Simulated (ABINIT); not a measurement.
# C (Fd-3m) in ABINIT: settings compared, part 2 of 2

ABINIT 10.8.3 (patched build).

## (5) Band structure, BP86

run.abi

```
# Datasets: ground state, then fixed potential
ndtset 2

# Pseudopotentials
pp_dirpath "./"
pseudos "C.upf"

# Structure
acell 4.7660140852 4.7660140852 4.7660140852
rprim
     0.0000000000     0.7071067812     0.7071067812
     0.7071067812     0.0000000000     0.7071067812
     0.7071067812     0.7071067812     0.0000000000
ntypat 1
znucl 6
natom 2
typat 1 1
xcart
     2.6750550000     2.6750550000     2.6750550000
     1.7833700000     1.7833700000     1.7833700000 Angstrom

# Plane-wave basis
ecut 1115.666836 eV

# Exchange and correlation
ixc -106132

# Bands and occupations
occopt 3
tsmear 0.00183747

# SCF cycle
nstep 100

# Output
iomode 3
prtwf 0
prteig 0
prtebands 0
prtden1 1

# Dataset 1
kptopt1 1
ngkpt1 13 13 13
nshiftk1 1
shiftk1 0.0 0.0 0.0
nband1 8
tolvrs1 1.0e-10

# Dataset 2: bands along G-X-W-K-G-L-U-W-L-K
iscf2 -2
getden2 1
nband2 12
nbdbuf2 2
tolwfr2 1.0e-12
kptopt2 -9
ndivsm2 6
prteig2 1
kptbounds2
     0.0000000000     0.0000000000     0.0000000000
     0.5000000000     0.0000000000     0.5000000000
     0.5000000000     0.2500000000     0.7500000000
     0.3750000000     0.3750000000     0.7500000000
     0.0000000000     0.0000000000     0.0000000000
     0.5000000000     0.5000000000     0.5000000000
     0.6250000000     0.2500000000     0.6250000000
     0.5000000000     0.2500000000     0.7500000000
     0.5000000000     0.5000000000     0.5000000000
     0.3750000000     0.3750000000     0.7500000000
```

Potentials or basis: PseudoDojo NC SR PBE v0.4.1 standard.

Command:

```
$ abinit run.abi > log 2>&1
```

It took 21 s on 1 thread of Arm Neoverse V2, shared host; peak memory 0.12 GiB.

Results (log left out):

```
Free energy                                       : -328.5134 eV
Pressure                                          : 5.4 GPa
Band gap on the k mesh                            : 4.25 eV, indirect (least direct gap 5.65 eV)
Band gap along the path                           : 4.23 eV, indirect (least direct gap 5.65 eV)
All electrons inside the program's atomic spheres : C 4.67, 4.71 (radii [1.0584] Å)
```

Levels at the corners of the path, in eV from the valence-band top:
| point | band 1 | band 2 | band 3 | band 4 | band 5 | band 6 | band 7 | band 8 | band 9 |
| --- | --- | --- | --- | --- | --- | --- | --- | --- | --- |
| Γ | -21.44 | 0.00 | 0.00 | 0.00 | 5.65 | 5.65 | 5.65 | 13.33 | 19.35 |
| X | -12.74 | -12.74 | -6.29 | -6.29 | 4.88 | 4.88 | 16.80 | 16.80 | 23.23 |
| W | -11.96 | -11.96 | -8.30 | -8.30 | 10.72 | 10.72 | 12.36 | 12.36 | 21.37 |
| K | -12.96 | -11.71 | -9.29 | -5.36 | 5.79 | 10.83 | 14.39 | 15.63 | 18.77 |
| Γ | -21.44 | 0.00 | 0.00 | 0.00 | 5.65 | 5.65 | 5.65 | 13.33 | 19.35 |
| L | -15.68 | -13.34 | -2.80 | -2.80 | 8.55 | 8.55 | 8.92 | 15.74 | 21.92 |
| U | -12.96 | -11.71 | -9.29 | -5.36 | 5.79 | 10.83 | 14.39 | 15.63 | 18.77 |
| W | -11.96 | -11.96 | -8.30 | -8.30 | 10.72 | 10.72 | 12.36 | 12.36 | 21.37 |
| L | -15.68 | -13.34 | -2.80 | -2.80 | 8.55 | 8.55 | 8.92 | 15.74 | 21.92 |
| K | -12.96 | -11.71 | -9.29 | -5.36 | 5.79 | 10.83 | 14.39 | 15.63 | 18.77 |

Caveat: the potentials were made for another functional, which shifts forces and pressure.

## (6) Equation of state, PBEsol

run.abi

```
# Datasets: one volume each
ndtset 7
getwfk -1
scalecart1 3*0.9795861087
scalecart2 3*0.9864848297
scalecart3 3*0.9932883884
scalecart4 3*1.0000000000
scalecart5 3*1.0066227096
scalecart6 3*1.0131594038
scalecart7 3*1.0196128224

# Pseudopotentials
pp_dirpath "./"
pseudos "C.GGA_PBE-JTH.xml"

# Structure
acell 2.5220660407 2.5220660407 2.5220660407 Angstrom
rprim
     0.0000000000     0.7071067812     0.7071067812
     0.7071067812     0.0000000000     0.7071067812
     0.7071067812     0.7071067812     0.0000000000
ntypat 1
znucl 6
natom 2
typat 1 1
xred
     0.7500000000     0.7500000000     0.7500000000
     0.5000000000     0.5000000000     0.5000000000

# Plane-wave basis
ecut 26.0
pawecutdg 48.0

# k points
kptopt 1
ngkpt 13 13 13
nshiftk 1
shiftk 0.0 0.0 0.0

# Exchange and correlation
ixc -116133

# Bands and occupations
nband 8
occopt 3
tsmear 0.05 eV

# SCF cycle
nstep 100
tolvrs 1.0e-9

# Output
iomode 3
prtwf 1
prtden 0
prteig 0
prtebands 0
```

Potentials or basis: JTH PAW PBE v2.0.

Command:

```
$ abinit run.abi > log 2>&1
```

run.abo:

```text
.Version 10.8.3 of ABINIT
 DATASET    1 : space group Fd -3 m (#227); Bravais cF (face-center cubic)
================================================================================
 Values of the parameters that define the memory need for DATASET  1.
     intxc =       0    ionmov =       0      iscf =      17    lmnmax =       8
     lnmax =       4     mgfft =      24  mpssoang =       2    mqgrid =    3001
     natom =       2  nloc_mem =       2    nspden =       1   nspinor =       1
    nsppol =       1      nsym =      48    n1xccc =       1    ntypat =       1
    occopt =       3   xclevel =       2
       mpw =         471          nfft =       13824          nkpt =          84
 PAW method is used; the additional fine FFT grid is defined by:
   mgfftf=        30    nfftf =     27000
================================================================================
================================================================================
[... 71 lines left out ...]
 DATASET    7 : space group Fd -3 m (#227); Bravais cF (face-center cubic)
================================================================================
 Values of the parameters that define the memory need for DATASET  7.
     intxc =       0    ionmov =       0      iscf =      17    lmnmax =       8
     lnmax =       4     mgfft =      24  mpssoang =       2    mqgrid =    3001
     natom =       2  nloc_mem =       2    nspden =       1   nspinor =       1
    nsppol =       1      nsym =      48    n1xccc =       1    ntypat =       1
    occopt =       3   xclevel =       2
       mpw =         533          nfft =       13824          nkpt =          84
 PAW method is used; the additional fine FFT grid is defined by:
   mgfftf=        32    nfftf =     32768
================================================================================
================================================================================

--------------------------------------------------------------------------------
------------- Echo of variables that govern the present computation ------------
--------------------------------------------------------------------------------
 -outvars: echo values of preprocessed input variables --------
            acell      4.7660140884E+00  4.7660140884E+00  4.7660140884E+00 Bohr
              amu      1.20110000E+01
             ecut      2.60000000E+01 Hartree
           getwfk          -1
                       outvar_i_n : Printing only first  50 k-points.
              ixc     -116133
           jdtset        1    2    3    4    5    6    7
                       outvar_i_n : Printing only first  50 k-points.
         kptrlatt       13    0    0      0   13    0      0    0   13
          kptrlen1     6.06933755E+01
          kptrlen2     6.11208078E+01
          kptrlen3     6.15423439E+01
          kptrlen4     6.19581832E+01
          kptrlen5     6.23685142E+01
          kptrlen6     6.27735159E+01
          kptrlen7     6.31733580E+01
            natom           2
            nband           8
           ndtset           7
            ngfft          24      24      24
          ngfftdg1         30      30      30
          ngfftdg2         30      30      30
          ngfftdg3         30      30      30
          ngfftdg4         30      30      30
          ngfftdg5         30      30      30
          ngfftdg6         32      32      32
          ngfftdg7         32      32      32
             nkpt          84
            nstep         100
             nsym          48
           ntypat           1
[... 36 lines left out ...]
           xangst2     2.6389011761E+00  2.6389011761E+00  2.6389011761E+00
                       1.7592674508E+00  1.7592674508E+00  1.7592674508E+00
           xangst3     2.6571010699E+00  2.6571010699E+00  2.6571010699E+00
                       1.7714007132E+00  1.7714007132E+00  1.7714007132E+00
           xangst4     2.6750550000E+00  2.6750550000E+00  2.6750550000E+00
                       1.7833700000E+00  1.7833700000E+00  1.7833700000E+00
           xangst5     2.6927711124E+00  2.6927711124E+00  2.6927711124E+00
                       1.7951807416E+00  1.7951807416E+00  1.7951807416E+00
           xangst6     2.7102571290E+00  2.7102571290E+00  2.7102571290E+00
                       1.8068380860E+00  1.8068380860E+00  1.8068380860E+00
           xangst7     2.7275203786E+00  2.7275203786E+00  2.7275203786E+00
                       1.8183469191E+00  1.8183469191E+00  1.8183469191E+00
            xcart1     4.9519266246E+00  4.9519266246E+00  4.9519266246E+00
                       3.3012844164E+00  3.3012844164E+00  3.3012844164E+00
            xcart2     4.9868004962E+00  4.9868004962E+00  4.9868004962E+00
                       3.3245336642E+00  3.3245336642E+00  3.3245336642E+00
            xcart3     5.0211933109E+00  5.0211933109E+00  5.0211933109E+00
                       3.3474622073E+00  3.3474622073E+00  3.3474622073E+00
            xcart4     5.0551213218E+00  5.0551213218E+00  5.0551213218E+00
                       3.3700808812E+00  3.3700808812E+00  3.3700808812E+00
            xcart5     5.0885999223E+00  5.0885999223E+00  5.0885999223E+00
                       3.3923999482E+00  3.3923999482E+00  3.3923999482E+00
            xcart6     5.1216437045E+00  5.1216437045E+00  5.1216437045E+00
                       3.4144291363E+00  3.4144291363E+00  3.4144291363E+00
            xcart7     5.1542665185E+00  5.1542665185E+00  5.1542665185E+00
                       3.4361776790E+00  3.4361776790E+00  3.4361776790E+00
             xred      7.5000000000E-01  7.5000000000E-01  7.5000000000E-01
                       5.0000000000E-01  5.0000000000E-01  5.0000000000E-01
            znucl        6.00000

================================================================================

 chkinp: Checking input parameters for consistency, jdtset=   1.

 chkinp: Checking input parameters for consistency, jdtset=   2.
[... 42 lines left out ...]
 getcut: wavevector=  0.0000  0.0000  0.0000  ngfft=  30  30  30
         ecut(hartree)=     48.000   => boxcut(ratio)=   2.06262

--- Pseudopotential description ------------------------------------------------
- pspini: atom type   1  psp file is ./C.GGA_PBE-JTH.xml
 Pseudopotential format is: paw10
 basis_size (lnmax)=  4 (lmn_size=  8), orbitals=   0   0   1   1
 Spheres core radius: rc_sph= 1.50736703
 Shapefunction is SIN type: shapef(r)=[sin(pi*r/rshp)/(pi*r/rshp)]**2
 Radius for shape functions =  1.30052589
 Compensation charge density is not taken into account in XC energy/potential

   6.99883411E+01                                ecore*ucvol(ha*bohr**3)
--------------------------------------------------------------------------------

[... 1194 lines left out ...]
-Cartesian components of stress tensor (GPa)         [Pressure= -2.7923E+01 GPa]
- sigma(1 1)=  2.79232265E+01  sigma(3 2)=  0.00000000E+00
- sigma(2 2)=  2.79232265E+01  sigma(3 1)=  0.00000000E+00
- sigma(3 3)=  2.79232265E+01  sigma(2 1)=  0.00000000E+00

== END DATASET(S) ==============================================================
================================================================================

 -outvars: echo values of variables after computation  --------
            acell      4.7660140884E+00  4.7660140884E+00  4.7660140884E+00 Bohr
           etotal1    -1.1454663819E+01
           etotal2    -1.1455670994E+01
           etotal3    -1.1456131369E+01
           etotal4    -1.1456093977E+01
           etotal5    -1.1455613263E+01
           etotal6    -1.1454710746E+01
           etotal7    -1.1453441820E+01
            fcart1     0.0000000000E+00  0.0000000000E+00  0.0000000000E+00
                       0.0000000000E+00  0.0000000000E+00  0.0000000000E+00
            fcart2     6.4794536502E-28 -6.4794536502E-28  6.4794536502E-28
                      -6.4794536502E-28  6.4794536502E-28 -6.4794536502E-28
            fcart3    -1.2870144875E-27  6.4350724374E-28 -4.4841550858E-44
                       1.2870144875E-27 -6.4350724374E-28  4.4841550858E-44
            fcart4    -1.2783765461E-27  6.3918827306E-28  0.0000000000E+00
                       1.2783765461E-27 -6.3918827306E-28  0.0000000000E+00
            fcart5    -6.3498296528E-28 -4.4841550858E-44  6.3498296528E-28
                       6.3498296528E-28  0.0000000000E+00 -6.3498296528E-28
[... 38 lines left out ...]
                       0.0000000000E+00  0.0000000000E+00  0.0000000000E+00
           xangst1     2.6204467180E+00  2.6204467180E+00  2.6204467180E+00
                       1.7469644787E+00  1.7469644787E+00  1.7469644787E+00
           xangst2     2.6389011761E+00  2.6389011761E+00  2.6389011761E+00
                       1.7592674508E+00  1.7592674508E+00  1.7592674508E+00
           xangst3     2.6571010699E+00  2.6571010699E+00  2.6571010699E+00
                       1.7714007132E+00  1.7714007132E+00  1.7714007132E+00
           xangst4     2.6750550000E+00  2.6750550000E+00  2.6750550000E+00
                       1.7833700000E+00  1.7833700000E+00  1.7833700000E+00
           xangst5     2.6927711124E+00  2.6927711124E+00  2.6927711124E+00
                       1.7951807416E+00  1.7951807416E+00  1.7951807416E+00
           xangst6     2.7102571290E+00  2.7102571290E+00  2.7102571290E+00
                       1.8068380860E+00  1.8068380860E+00  1.8068380860E+00
           xangst7     2.7275203786E+00  2.7275203786E+00  2.7275203786E+00
                       1.8183469191E+00  1.8183469191E+00  1.8183469191E+00
             xred      7.5000000000E-01  7.5000000000E-01  7.5000000000E-01
                       5.0000000000E-01  5.0000000000E-01  5.0000000000E-01
 Calculation completed.
```

Wall time 50 s (1 thread of Arm Neoverse V2, shared host); peak memory 0.12 GiB.

What came out:

* Equilibrium volume: 5.61 Å³/atom
* Bulk modulus: 452 GPa
* Pressure derivative of the bulk modulus: 3.7

Energy against volume, from the lowest point:
```tsv
volume (Å³/atom)	energy (meV/atom)
5.332	19.97
5.445	6.26
5.558	0.00
5.672	0.51
5.785	7.05
5.899	19.33
6.012	36.59
```

Caveat: pressures at fixed basis lie under the slope of the energies; the PAW data sets were made with another functional, which shifts forces and pressure a little; the atomic spheres overlap.

## (7) Overview

| task | level | potentials or basis | cutoff (eV) | fine-grid cutoff | gap on the mesh (eV) | pressure (GPa) | V0 of scaled cells (Å³/atom) | B0 (GPa) |
| --- | --- | --- | --- | --- | --- | --- | --- | --- |
| equation of state | LDA | PseudoDojo NC SR LDA v0.4 stringent | 1116 | - | - | - | 5.53 | 465 |
| equation of state | WC | PseudoDojo NC SR PBEsol v0.4.1 standard | 1116 | - | - | - | 5.65 | 446 |
| band structure | WC | JTH PAW PBE v2.0 | 544 | 1088.46 eV | 4.06 | -5.2 | - | - |
| band structure | BP86 | PseudoDojo NC SR PBE v0.4.1 standard | 1116 | - | 4.25 | 5.4 | - | - |
| equation of state | PBEsol | JTH PAW PBE v2.0 | 707 | 1306.15 eV | - | - | 5.61 | 452 |

Alike in all rows: no spin polarisation; cell as given; k mesh 13 × 13 × 13; smearing fermi-dirac 0.05 eV.

Caveats: pressures at fixed basis lie under the slope of the energies (some runs); the potentials were made for another functional, which shifts forces and pressure (some runs); the PAW data sets were made with another functional, which shifts forces and pressure a little (some runs); the atomic spheres overlap (some runs).

Absolute energies hang on the potentials; compare differences alone.

## (8) How close it comes

Step 2. Measured bulk modulus of C: 444.8 GPa (quoted in “Equation of state of cubic boron nitride at high pressures and temperatures”, 2007, arxiv:cond-mat/0702656). This calculation gives 465 GPa (+4.6 %). 3 values of this kind are on record (442 to 444.8 GPa); this one was drawn at random among those near their median, those with a stated uncertainty first. The fit is for a static lattice scaled at fixed shape and fixed fractional positions. The cell as given is a measured one (5.67 Å³/atom); LDA puts the equilibrium volume -2.4 % from it, thermal expansion not counted.

Step 3. Against the measured bulk modulus of C, 442 GPa (quoted in “Equation of state of cubic boron nitride at high pressures and temperatures”, 2007, arxiv:cond-mat/0702656), the calculated 446 GPa is off by +1.0 %. 3 values of this kind are on record (442 to 444.8 GPa); this one was drawn at random among those near their median, those with a stated uncertainty first. The fit is for a static lattice scaled at fixed shape and fixed fractional positions.

Step 6. Measured bulk modulus of C: 444.8 GPa (quoted in “Equation of state of cubic boron nitride at high pressures and temperatures”, 2007, arxiv:cond-mat/0702656). This calculation gives 452 GPa (+1.7 %). 3 values of this kind are on record (442 to 444.8 GPa); this one was drawn at random among those near their median, those with a stated uncertainty first. The fit is for a static lattice scaled at fixed shape and fixed fractional positions. The cell as given is a measured one (5.67 Å³/atom); PBEsol puts the equilibrium volume -1.2 % from it, thermal expansion not counted.
